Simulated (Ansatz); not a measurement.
The system is CoO.

```
Co O
1.0
     1.50547    0.86918    2.43993
    -1.50547    0.86918    2.43993
     0.00000   -1.73837    2.43993
Co O
1 1
Direct
  0.00000 0.00000 0.00000
  0.50000 0.50000 0.50000
```

The cell is a database's computed one.

Base run:

* Program: Ansatz 0.2.0
* Functional: PBEsol
* Potentials or basis: all-electron LAPW, scalar-relativistic
* Cutoff: 362 eV (chosen from the basis error)
* Basis error allowed: 0.001 eV/atom
* k mesh: 11 × 11 × 11
* Occupations: fermi-dirac, width 0.05 eV
* Spin: no spin polarisation

Its results: band gap on the k mesh none (metal or under the smearing width); pressure -27.1 GPa.

Problem. The run is repeated on the same cell with these changes: spin from no spin polarisation to collinear spin, ferromagnetic start. What comes out?

Solution. Band gap on the k mesh none (metal or under the smearing width); pressure -9.2 GPa; net moment 2.94 μB per cell; site moments Co +2.58; O +0.33 μB.

Caveats: semilocal functionals often make such compounds metallic where correlation or magnetic order opens a gap, which also shifts bond lengths; an odd number of electrons without spin polarisation forces a metal (some runs); a magnetic or distorted state may lie lower (some runs); a cell with one magnetic atom can't hold antiferromagnetic order, which such compounds often take (some runs).
